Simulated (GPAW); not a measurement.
# Cd (R-3m) in GPAW: a series of runs

Aim: see how the results for Cd move with the level of theory and the settings. Levels: TASK, BLYP, LDA. Tasks: single point, relaxation of cell and atoms, electrostatic potential.

All numbers are computed with GPAW 26.7.0; they aren't measurements. Logs are shortened: lines on timing, memory, paths and dates and some standing lists are left out, and cuts for length are marked. The log counts tension as positive stress, the text compression.

## Step 1: Starting point

It takes space group R-3m (No. 166, trigonal). Conventional cell: a = 3.216 Å, b = 3.216 Å, c = 7.348 Å, α = 90.00°, β = 90.00°, γ = 120.00°. Around Cd (site symmetry -3m) lie 12 Cd at 3.07 to 3.22 Å.

This isn't the form of Cd at room conditions, which is hcp.

## Step 2: Single point, TASK, collinear spin, ferromagnetic start

Cd.cif

```cif
data_Cd
_cell_length_a 3.07354613
_cell_length_b 3.07354613
_cell_length_c 3.07354613
_cell_angle_alpha 63.09209850
_cell_angle_beta 63.09209850
_cell_angle_gamma 63.09209850
_space_group_name_H-M_alt 'P1'
_space_group_name_Hall 'P 1'
_space_group_IT_number 1
loop_
_space_group_symop_operation_xyz
'x,y,z'
loop_
_atom_site_label
_atom_site_type_symbol
_atom_site_symmetry_multiplicity
_atom_site_Wyckoff_symbol
_atom_site_fract_x
_atom_site_fract_y
_atom_site_fract_z
_atom_site_occupancy
Cd1 Cd 1 a 0.0000000000 0.0000000000 0.0000000000 1
```

Potentials or basis: GPAW PAW data sets (gpaw-data 1.2.1), pw.

On the command line:

```
OMP_NUM_THREADS=1 gpaw run Cd.cif -p 'mode=PW(600),xc=MGGA_X_TASK+LDA_C_PW,kpts={size:(10,10,10),gamma:True},occupations={name:improved-tetrahedron-method},nbands=13,convergence={density:1e-05,energy:1e-05},symmetry={point_group:False},maxiter=60,legacy_gpaw=True,txt=gpaw.txt' --properties efsMm -w gs.gpw --modify 'atoms.set_initial_magnetic_moments([0.5])'
```

What it wrote:

```text
___ ___ ___ _ _ _
 |   |   |_  | | | |
 | | | | | . | | | |
 |__ |  _|___|_____|  26.7.0
 |___|_|

Input parameters:
  convergence: {density: 1e-05,
                energy: 1e-05}
  kpts: {gamma: True,
         size: [10, 10, 10]}
  maxiter: 60
  mode: {ecut: 600.0,
         name: pw}
  nbands: 13
  occupations: {name: improved-tetrahedron-method}
  symmetry: {point_group: False}
  xc: MGGA_X_TASK+LDA_C_PW

System changes: positions, numbers, cell, pbc, initial_charges, initial_magmoms

Initialize ...

species:
  Cd:
    name:    Cadmium
    Z:       48.0
    valence: 12
    core:    36
    charge:  0.0  # [|e|]
    compensation charges:
      type: gauss
      rc: 0.38  # [Å]
      lmax: 2
    cutoffs:
      filter: 2.12  # [Å]
      core: 2.62  # [Å]
    projectors
    | kind |    occ | energy [eV] | rcut [Å] |
    |------|--------|-------------|----------|
    |   5s |  2.000 |      -5.655 |    1.191 |
    |   5p |  0.000 |      -1.186 |    1.228 |
    |   4d | 10.000 |     -11.739 |    1.164 |
    |    s |        |      21.556 |    1.191 |
    |    p |        |      26.026 |    1.228 |
    |    d |        |      15.473 |    1.164 |

    Using partial waves for Cd as LCAO basis

Reference energy: -152173.118336  # eV

Spin-polarized calculation.
Initial magnetic moment: 0.500000

Convergence criteria:
 Maximum [total energy] change in last 3 cyles: 1e-05 eV / valence electron
 Maximum integral of absolute [dens]ity change: 1e-05 electrons / valence electron
 Maximum integral of absolute [eigenst]ate change: 4e-08 eV^2 / valence electron
 Maximum number of scf [iter]ations: 60
 (Square brackets indicate name in SCF output, whereas a 'c' in
 the SCF output indicates the quantity has converged.)

Symmetries present (total): 1

  ( 1  0  0)
  ( 0  1  0)
  ( 0  0  1)

1000 k-points: 10 x 10 x 10 Monkhorst-Pack grid + [1/20,1/20,1/20]
504 k-points in the irreducible part of the Brillouin zone
       k-points in crystal coordinates                weights
   0:     0.00000000    0.00000000    0.00000000          1/1000
   1:     0.00000000    0.00000000    0.10000000          2/1000
   2:     0.00000000    0.00000000    0.20000000          2/1000
   3:     0.00000000    0.00000000    0.30000000          2/1000
   4:     0.00000000    0.00000000    0.40000000          2/1000
   5:     0.00000000    0.00000000    0.50000000          1/1000
   6:     0.00000000    0.10000000   -0.40000000          2/1000
   7:     0.00000000    0.10000000   -0.30000000          2/1000
   8:     0.00000000    0.10000000   -0.20000000          2/1000
   9:     0.00000000    0.10000000   -0.10000000          2/1000
          ...
 503:     0.50000000    0.50000000    0.50000000          1/1000

Wave functions: Plane wave expansion
  Cutoff energy: 600.000 eV
  Number of coefficients (min, max): 714, 750
  Pulay-stress correction: 0.000000 eV/Ang^3 (de/decut=0.000000)
  Using FFTW library
  ScaLapack parameters: grid=1x1, blocksize=None
  Wavefunction extrapolation:
    Improved wavefunction reuse through dual PAW basis

[... 1 lines left out ...]

Eigensolver
   Davidson(niter=2)

Densities:
  Coarse grid: 18*18*18 grid
  Fine grid: 36*36*36 grid
  Total Charge: 0.000000

Density mixing:
  Method: fullspin
  Backend: msr1
  Linear mixing parameter: 0.05
  old densities: 10
  Width of damping distribution: 1.1
  Damping of long wavelength oscillations: 20

Hamiltonian:
  XC and Coulomb potentials evaluated on a 36*36*36 grid
  Using the MGGA_X_TASK+LDA_C_PW Exchange-Correlation functional
  External potential:
    NoExternalPotential

XC parameters: MGGA_X_TASK+LDA_C_PW with 2 nearest neighbor stencil

Number of atoms: 1
Number of atomic orbitals: 9
Number of bands in calculation: 13
Number of valence electrons: 12
Bands to converge: occupied

... initialized

Initializing position-dependent things.

Density initialized from atomic densities
Creating initial wave functions:
  9 bands from LCAO basis set
  4 bands from random numbers

       Cd

Atomic positions and initial magnetic moments

Positions:
   0 Cd     0.000000    0.000000    0.000000    ( 0.0000,  0.0000,  0.5000)

Unit cell:
           periodic     x           y           z      points  spacing
  1. axis:    yes    3.073546    0.000000    0.000000    18     0.1447
  2. axis:    yes    1.390957    2.740789    0.000000    18     0.1447
  3. axis:    yes    1.390957    0.853918    2.604371    18     0.1447

  Lengths:   3.073546   3.073546   3.073546
  Angles:   63.092098  63.092099  63.092098

Effective grid spacing dv^(1/3) = 0.1555

iter:   1    15.226658                   +0.4613
iter:   2    22.658245   -0.63  -1.43    +0.4421
iter:   3    22.599114   -2.06  -1.53    +0.3837
iter:   4    22.469327   -2.35  -1.59    +0.2339
iter:   5    22.430609   -2.75  -1.77    +0.1198
iter:   6    22.473376   -2.75  -1.88    +0.0597
iter:   7    22.472859   -3.83  -2.19    +0.0429
iter:   8    22.471963   -3.62  -2.26    +0.0423
iter:   9    22.473215   -4.51  -2.38    +0.0303
iter:  10    22.475379   -4.29  -2.46    +0.0131
iter:  11    22.475771   -4.18  -2.83    -0.0024
iter:  12    22.475731   -5.36  -3.78    -0.0011
iter:  13    22.475717c  -5.29  -4.00    +0.0003
iter:  14    22.475721c  -6.51  -4.31    -0.0002
iter:  15    22.475720c  -7.60c -4.66    -0.0001
iter:  16    22.475721c  -7.94c -4.91    -0.0000
iter:  17    22.475720c  -8.98c -5.50c   -0.0000

Converged after 17 iterations.

Dipole moment: (-0.000000, -0.000000, 0.000000) |e|*Ang

Total magnetic moment: (0.000000, 0.000000, -0.000009)
Local magnetic moments:
   0 Cd ( 0.000000,  0.000000, -0.000001)

Energy contributions relative to reference atoms: (reference = -152173.118336)

Kinetic:        +31.829182
Potential:      -28.691232
External:        +0.000000
XC:             +18.992713
Entropy (-ST):   +0.000000
Local:           +0.345057
SIC:             +0.000000
--------------------------
Free energy:    +22.475720
Extrapolated:   +22.475720

Spin contamination: 0.000014 electrons
Showing only first 2 kpts
                      Up                     Down
 Kpt  Band  Eigenvalues  Occupancy  Eigenvalues  Occupancy
  0     4     -1.93364    1.00000     -1.93364    1.00000
  0     5     -1.93364    1.00000     -1.93364    1.00000
  0     6     21.89232    0.00000     21.89223    0.00000
  0     7     23.13703    0.00000     23.13703    0.00000

  1     4     -1.94019    1.00000     -1.94019    1.00000
  1     5     -1.89411    1.00000     -1.89409    1.00000
  1     6     20.02845    0.00000     20.02843    0.00000
  1     7     22.29752    0.00000     22.29747    0.00000

Fermi level: 7.51449

No gap
No difference between direct/indirect transitions

Forces in eV/Ang:
  0 Cd   -0.00000   -0.00000    0.00000

Stress tensor:
    -0.009901     0.003769     0.002731
     0.003769    -0.013727     0.001676
     0.002731     0.001676    -0.014827
Writing to gs.gpw (mode='')
```

Wall time 15 min (1 thread of Arm Neoverse V1, shared host); peak memory 0.46 GiB.

What came out:

* Free energy: 22.4757 eV
* Pressure: 2.1 GPa
* Band gap on the k mesh: none (metal or under the smearing width)
* Net moment: 0.00 μB per cell

Levels at points of the mesh, in eV from the Fermi level:
Spin up:
```tsv
k point	band 2	band 3	band 4	band 5	band 6	band 7	band 8	band 9
(0.00, 0.00, 0.00)	-10.06	-9.88	-9.67	-9.45	-9.45	14.38	15.62	15.62
(0.00, 0.00, 0.50)	-10.10	-9.80	-9.17	-9.00	-2.67	-1.71	13.73	13.89
(0.00, 0.50, 0.00)	-10.10	-9.80	-9.17	-9.00	-2.67	-1.71	13.73	13.89
(0.00, 0.50, 0.50)	-10.59	-9.13	-8.96	-8.91	-0.91	1.69	6.75	8.46
(0.50, 0.00, 0.00)	-10.10	-9.80	-9.17	-9.00	-2.67	-1.71	13.73	13.89
(0.50, 0.00, 0.50)	-10.59	-9.13	-8.96	-8.91	-0.91	1.69	6.75	8.46
(0.50, 0.50, 0.00)	-10.59	-9.13	-8.96	-8.91	-0.91	1.69	6.75	8.46
(0.50, 0.50, 0.50)	-9.99	-9.99	-8.99	-8.99	-2.19	-0.34	12.75	12.75
```
Spin down:
```tsv
k point	band 2	band 3	band 4	band 5	band 6	band 7	band 8	band 9
(0.00, 0.00, 0.00)	-10.06	-9.88	-9.67	-9.45	-9.45	14.38	15.62	15.62
(0.00, 0.00, 0.50)	-10.10	-9.80	-9.17	-9.00	-2.67	-1.71	13.73	13.89
(0.00, 0.50, 0.00)	-10.10	-9.80	-9.17	-9.00	-2.67	-1.71	13.73	13.89
(0.00, 0.50, 0.50)	-10.59	-9.13	-8.96	-8.91	-0.91	1.69	6.75	8.46
(0.50, 0.00, 0.00)	-10.10	-9.80	-9.17	-9.00	-2.67	-1.71	13.73	13.89
(0.50, 0.00, 0.50)	-10.59	-9.13	-8.96	-8.91	-0.91	1.69	6.75	8.46
(0.50, 0.50, 0.00)	-10.59	-9.13	-8.96	-8.91	-0.91	1.69	6.75	8.46
(0.50, 0.50, 0.50)	-9.99	-9.99	-8.99	-8.99	-2.20	-0.34	12.75	12.75
```

Caveat: the PAW data sets were made with another functional, which shifts forces and pressure a little.

## Step 3: Relaxation of cell and atoms, BLYP (volume scaled by 0.88)

run.py

```python
from ase.filters import FrechetCellFilter
from ase.io import read, write
from ase.optimize import BFGS
from ase.units import Bohr
from gpaw import GPAW, PW, setup_paths
from gpaw.elf import elf_from_dft_calculation

setup_paths.insert(0, '.')

atoms = read('Cd.xyz')

calc = GPAW(mode=PW(600),
            xc='BLYP',
            kpts={'size': (10, 10, 10), 'gamma': True},
            occupations={'name': 'fermi-dirac', 'width': 0.05},
            nbands=13,
            symmetry={'time_reversal': False},
            random=True,
            maxiter=80,
            txt='gpaw.txt')
atoms.calc = calc
opt = BFGS(FrechetCellFilter(atoms), trajectory='relax.traj', logfile='-')
done = opt.run(fmax=0.05, steps=100)
calc.write('gs.gpw')
write('result.traj', atoms)
print('Converged:', done)
print('Cell:', atoms.cell.cellpar().round(4))
print('Volume:', round(atoms.get_volume(), 4))
print(atoms.get_scaled_positions().round(5))

# fields on the real-space grid
write('density.cube', atoms, data=calc.get_pseudo_density() * Bohr**3)
write('potential.cube', atoms, data=calc.get_electrostatic_potential())
write('elf.cube', atoms, data=elf_from_dft_calculation(calc).data)
```

Cd.xyz

```xyz
1
Lattice="1.5409485614 0.8896670668 2.3471128664 -1.5409485614 0.8896670668 2.3471128664 0.0000000000 -1.7793341335 2.3471128664" Properties=species:S:1:pos:R:3 pbc="T T T"
Cd     0.0000000000      0.0000000000      0.0000000000
```

Potentials or basis: PAW data sets generated in the run's folder for this functional, pw.

On the command line:

```
gpaw-setup -f BLYP Cd
OMP_NUM_THREADS=1 python run.py
```

Wall time 5 min (1 thread of Arm Neoverse V1, shared host); peak memory 0.28 GiB.

Results (log left out):

| Item | Value |
| --- | --- |
| Free energy | -0.2773 eV |
| Relaxed volume | 26.66 Å³/atom |
| Relaxed cell | a = 3.159 Å, b = 3.159 Å, c = 3.159 Å, α = 69.36°, β = 69.36°, γ = 69.36° |
| Space group after relaxing (to 0.05 Å) | R-3m (No. 166) |
| Energy gained by relaxing | 260.4 meV/atom |
| Ionic steps | 16 |
| Pressure after relaxing | 0.0 GPa |
| Band gap on the k mesh | none (metal or under the smearing width) |

Stress tensor (GPa, compression positive):
```
 0.03  0.00  0.00
 0.00  0.03  0.00
 0.00  0.00 -0.05
```

The path:
```
step  energy change (eV)  largest force (eV/Å)  pressure (GPa)  volume (Å³)
   1              0.0000                0.0000           17.23        19.31
   2             -0.1450                0.0000            9.17        21.10
   3             -0.2369                0.0000            2.36        23.89
   4             -0.2490                0.0000            0.81        25.13
   5             -0.2512                0.0000            0.17        25.87
   6             -0.2514                0.0000           -0.01        26.09
   7             -0.2516                0.0000           -0.07        26.18
   8             -0.2513                0.0000           -0.72        27.26
   9             -0.2528                0.0000           -0.27        26.54
  10             -0.2530                0.0000           -0.22        26.49
  11             -0.2535                0.0000           -0.07        26.28
  12             -0.1617                0.0000            7.54        23.12
  13             -0.2433                0.0000           -1.42        28.81
  14             -0.2598                0.0000           -0.49        27.17
  15             -0.2596                0.0000            0.45        26.24
  16             -0.2604                0.0000            0.01        26.66
```

Final structure:
```
Cd
1.0
     1.79768    1.03789    2.38163
    -1.79768    1.03789    2.38163
     0.00000   -2.07578    2.38163
Cd
1
Direct
  0.00000 0.00000 0.00000
```

Levels at points of the mesh, in eV from the Fermi level:
| k point | band 2 | band 3 | band 4 | band 5 | band 6 | band 7 | band 8 | band 9 |
| --- | --- | --- | --- | --- | --- | --- | --- | --- |
| (0.00, 0.00, 0.00) | -8.96 | -8.44 | -8.33 | -8.33 | -7.36 | 11.03 | 11.03 | 11.54 |
| (0.50, 0.00, 0.00) | -8.97 | -8.42 | -8.33 | -8.11 | -2.24 | -1.65 | 10.81 | 11.17 |
| (0.50, 0.50, 0.00) | -9.03 | -8.27 | -8.15 | -7.97 | -0.15 | 0.78 | 4.27 | 8.30 |
| (0.50, 0.50, 0.50) | -8.77 | -8.77 | -8.01 | -8.01 | -0.35 | 0.84 | 8.12 | 8.12 |

Caveat: later steps reuse the first step's grids.

## Step 4: Electrostatic potential, LDA (volume scaled by 1.15)

run.py

```python
from ase.dft.bandgap import bandgap
from ase.io import write
from ase.spacegroup import crystal
from ase.units import Bohr
from gpaw import GPAW

# Cd 3a
atoms = crystal(['Cd'],
                basis=[[0.0, 0.0, 0.0]],
                spacegroup=166, setting=1,  # R-3m
                cellpar=[3.36943069, 3.36943069, 7.6982785, 90.0, 90.0, 120.0],
                primitive_cell=True)

calc = GPAW(mode='lcao',
            h=0.18,
            basis='sz(dzp)',
            xc='LDA',
            kpts={'size': (10, 10, 10), 'gamma': True},
            occupations={'name': 'fermi-dirac', 'width': 0.05},
            convergence={'density': 1e-05, 'energy': 1e-05},
            maxiter=150,
            txt='gpaw.txt')
atoms.calc = calc
energy = atoms.get_potential_energy()
forces = atoms.get_forces()
calc.write('gs.gpw')
write('result.traj', atoms)
print(f'Energy: {energy:.6f} eV')
print('Forces (eV/A):')
print(forces.round(4))
print('Fermi level:', round(calc.get_fermi_level(), 4), 'eV')
print(f'Gap: {bandgap(calc)[0]:.4f} eV, direct: {bandgap(calc, direct=True)[0]:.4f} eV')

# fields on the real-space grid
write('density.cube', atoms, data=calc.get_pseudo_density() * Bohr**3)
write('potential.cube', atoms, data=calc.get_electrostatic_potential())
```

Potentials or basis: the program's PAW data sets (release 1.2.1) made for this functional, lcao:sz(dzp).

On the command line:

```
OMP_NUM_THREADS=1 python run.py
```

It took 2.7 min on 1 thread of Arm Neoverse V1, shared host; peak memory 0.15 GiB.

The run converged, but some of its settings lie outside the range that counts as converged, so its numbers aren't taken as properties of the crystal.

Results:

```yaml
Free_energy: -0.8200 eV
Band_gap_on_the_k_mesh: none (metal or under the smearing width)
```

Caveat: the real-space grid adds noise to forces; the basis of atomic orbitals isn't converged, which shifts pressures, moduli and gaps.

## Step 5: For comparison

An earlier run on the cell as given: functional PBE; potentials or basis GPAW PAW data sets (gpaw-data 1.2.1); cutoff 600 eV; basis pw; k mesh 10 × 10 × 10; occupations fermi-dirac, width 0.05 eV; no spin polarisation.

- Pressure: 1.6 GPa
- Band gap on the k mesh: none (metal or under the smearing width)

## Step 6: Overview

```csv
task,level,potentials or basis,spin,cell,smearing,older calculator (legacy_gpaw),symmetry,maxiter,convergence,random start of the orbitals,other keys,gap on the mesh (eV),pressure (GPa)
single point,TASK,"GPAW PAW data sets (gpaw-data 1.2.1), pw","collinear, ferromagnetic start",as given,improved-tetrahedron-method,yes,point_group=False,60,-,-,"several, not listed",none,2.1
relaxation of cell and atoms,BLYP,"PAW data sets generated in the run's folder for this functional, pw",off,relaxed from: volume scaled by 0.88,fermi-dirac 0.05 eV,-,time_reversal=False,80,default,yes,"several, not listed",none,0.0
single point,PBE,"GPAW PAW data sets (gpaw-data 1.2.1), pw",off,as given,fermi-dirac 0.05 eV,-,-,150,-,-,-,none,1.6
```

Alike in all rows: k mesh 10 × 10 × 10; cutoff (eV) 600.

Caveats: the PAW data sets were made with another functional, which shifts forces and pressure a little (some runs); later steps reuse the first step's grids (some runs).

Absolute energies hang on the potentials; compare differences alone.
